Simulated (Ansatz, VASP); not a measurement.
## Two plane-wave programs on MgB2

```
B Mg
1.0
     3.06169    0.00000    0.00000
     0.00000    3.50446    0.00000
     0.00000    0.00000   24.07067
B Mg
6 3
Cartesian
  0.0000 1.7522 8.5000
  0.0000 1.7522 10.2677
  1.5308 1.7522 11.1515
  1.5308 1.7522 12.9562
  0.0000 1.7522 13.7642
  0.0000 1.7522 15.3937
  1.5308 0.0000 9.3838
  0.0000 0.0000 12.0763
  1.5308 0.0000 15.0352
```

Alike in both runs: functional PBEsol; k mesh 9 × 8 × 1; occupations gaussian, width 0.1 eV; no spin polarisation.

Ansatz relaxed the structure, and its values are those at the end. VASP's run is a single point on that final structure, the one shown.

```csv
,VASP,Ansatz
version,VASP 6.6.1,Ansatz 0.2.0
potentials or method,"VASP PAW PBE potentials, release 64 (B, Mg)","scalar-relativistic, plane waves, PAW"
plane-wave cutoff (eV),520,420
valence electrons in the cell,24,48
```

VASP gave:

| Item | Value |
| --- | --- |
| gap on the k mesh at the Fermi level (eV) | none |
| rms of the force components (eV/Å) | 0.394 |
| work function, face that differs most (eV) | 5.94 |

Question: Estimate Ansatz's values.

Answer: gap on the k mesh at the Fermi level (eV): none; rms of the force components (eV/Å): 0.397; work function, face that differs most (eV): 6.09.

A gap of «none» marks a metal or a gap that the smearing closes. The functional is the same, so the differences come from potentials, cutoffs and numerics. The two sets of potentials don't hold the same shells in valence.

Caveats: the PAW data sets were made with another functional, which shifts forces and pressure a little (VASP).
